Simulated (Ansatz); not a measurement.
**Molecular dynamics of Si**

The input (input.yaml):

```yaml
accuracy: low
crystal:
  lattice:
    - [0.0, 5.43, 5.43]
    - [5.43, 0.0, 5.43]
    - [5.43, 5.43, 0.0]
  atoms:
    - { symbol: Si, position: [-0.0649061, 0.06525552, 0.0215578] }
    - { symbol: Si, position: [0.21668645, 0.20494408, 0.00523247] }
    - { symbol: Si, position: [-0.03991262, -0.12003911, 0.71963928] }
    - { symbol: Si, position: [0.03355574, 0.20863888, 0.66763033] }
    - { symbol: Si, position: [-0.03681915, 0.56471321, -0.0397377] }
    - { symbol: Si, position: [0.05521714, 0.70120112, 0.10713178] }
    - { symbol: Si, position: [-0.03634688, 0.64911489, 0.4304082] }
    - { symbol: Si, position: [0.09233419, 0.92177676, 0.3409974] }
    - { symbol: Si, position: [0.52307627, -0.0714362, 0.07395202] }
    - { symbol: Si, position: [0.5357601, 0.16363091, 0.18843015] }
    - { symbol: Si, position: [0.39473436, 0.01241201, 0.5470903] }
    - { symbol: Si, position: [0.56557557, 0.08898416, 0.70119067] }
    - { symbol: Si, position: [0.41533582, 0.51659957, 0.06526501] }
    - { symbol: Si, position: [0.58653531, 0.53914664, 0.22101734] }
    - { symbol: Si, position: [0.28646973, 0.54662291, 0.57772595] }
    - { symbol: Si, position: [0.54462574, 0.62810478, 0.64411855] }
    - { symbol: Si, position: [0.79174887, 0.29269674, 0.48236342] }
basis:
  ecutwfc: 420.0
kpoints:
  mp_grid: { grid: [2, 2, 2] }
hamiltonian:
  xc: pbe
  pseudopotentials: { kind: paw, azcp: { folder: soft_1 } }
scf:
  occupations: { method: fermi_dirac, width: 0.05 }
  lower_state_search: "off"
md:
  timestep: 2
  n_steps: 300
  ensemble: nvt_langevin
  temperature: 2100.0
  initial_velocities: maxwell_boltzmann
  seed: 644442
  friction: 0.01
```

Command:

```bash
$ ansatz run input.yaml --threads 1 --pin off --max-ram 3072MiB --backend cpu --events-out ev --progress --plain --runs-dir out
```

It goes on from the last frame of an earlier run, with new velocities.

Output, in part (step lines):

```
md step     0: t =     0.00 fs  T =  1976.5 K  F+E_penalty+E_count = -10799.52998768 eV  E_kin = 4.343136 eV  (10 SCF iters)
md step     1: t =     2.00 fs  T =  2055.5 K  F+E_penalty+E_count = -10799.48607076 eV  E_kin = 4.516838 eV  (7 SCF iters)
md step     2: t =     4.00 fs  T =  1715.1 K  F+E_penalty+E_count = -10799.43122129 eV  E_kin = 3.768845 eV  (7 SCF iters)
md step     3: t =     6.00 fs  T =  1600.3 K  F+E_penalty+E_count = -10799.37064663 eV  E_kin = 3.516500 eV  (7 SCF iters)
md step     4: t =     8.00 fs  T =  1578.1 K  F+E_penalty+E_count = -10799.29165148 eV  E_kin = 3.467851 eV  (7 SCF iters)
md step     5: t =    10.00 fs  T =  1494.3 K  F+E_penalty+E_count = -10799.23268215 eV  E_kin = 3.283673 eV  (5 SCF iters)
md step     6: t =    12.00 fs  T =  1499.5 K  F+E_penalty+E_count = -10799.22610328 eV  E_kin = 3.295094 eV  (6 SCF iters)
md step     7: t =    14.00 fs  T =  1573.3 K  F+E_penalty+E_count = -10799.24897793 eV  E_kin = 3.457292 eV  (6 SCF iters)
[... lines left out ...]
md step   299: t =   598.00 fs  T =  2010.5 K  F+E_penalty+E_count = -10797.97517624 eV  E_kin = 4.418018 eV  (5 SCF iters)
md step   300: t =   600.00 fs  T =  1704.9 K  F+E_penalty+E_count = -10797.77332177 eV  E_kin = 3.746375 eV  (6 SCF iters)
```

The steps, from the saved trajectory:

| time (fs) | T (K) | potential energy less start (eV) |
| --- | --- | --- |
| 0.0 | 1976 | 0.000 |
| 20.0 | 1486 | 0.427 |
| 40.0 | 1629 | 0.136 |
| 60.0 | 1605 | 0.294 |
| 80.0 | 2137 | -0.171 |
| 100.0 | 2719 | 0.074 |
| 120.0 | 2221 | 1.544 |
| 140.0 | 1708 | 0.987 |
| 160.0 | 1383 | 2.098 |
| 180.0 | 1771 | 1.958 |
| 200.0 | 1505 | 2.290 |
| 220.0 | 1582 | 2.114 |
| 240.0 | 2005 | 1.933 |
| 260.0 | 2070 | 2.227 |
| 280.0 | 2373 | 2.554 |
| 300.0 | 2388 | 1.967 |
| 320.0 | 2351 | 2.119 |
| 340.0 | 2150 | 2.658 |
| 360.0 | 2744 | 1.601 |
| 380.0 | 2177 | 2.305 |
| 400.0 | 2711 | 2.091 |
| 420.0 | 1945 | 2.391 |
| 440.0 | 1961 | 2.412 |
| 460.0 | 1988 | 2.330 |
| 480.0 | 2048 | 1.725 |
| 500.0 | 1829 | 2.681 |
| 520.0 | 2038 | 2.485 |
| 540.0 | 1789 | 2.207 |
| 560.0 | 1969 | 1.687 |
| 580.0 | 2405 | 1.274 |
| 600.0 | 1705 | 1.757 |

All steps were run. A run of 0.6 ps of so small a system gives no equilibrium averages. Limits of this set-up: coarse k mesh, low accuracy level.

Mean squared displacements from the first frame to the last, about the centre of mass: Si 4.94 Å².

Last frame:

```xyz
17
Lattice="0.0000 5.4300 5.4300 5.4300 0.0000 5.4300 5.4300 5.4300 0.0000" Properties=species:S:1:pos:R:3
Si 0.859 -2.149 -0.589
Si 1.208 -0.581 2.570
Si 3.956 2.358 -0.420
Si 4.754 6.401 -0.539
Si 3.794 -0.343 2.866
Si 7.243 1.331 3.860
Si 4.039 2.825 1.926
Si 6.527 4.121 5.201
Si -0.499 2.743 2.362
Si 1.986 4.386 3.022
Si 4.255 5.513 4.121
Si 5.327 5.421 6.509
Si 3.612 -0.189 6.589
Si 4.349 3.420 4.907
Si 7.374 6.315 4.853
Si 6.199 7.821 7.107
Si 1.614 7.156 6.985
```

Run time: 16 min on 1 thread of Intel(R) Xeon(R) Platinum 8488C (Sapphire Rapids) (shared host), peak memory 0.66 GiB.
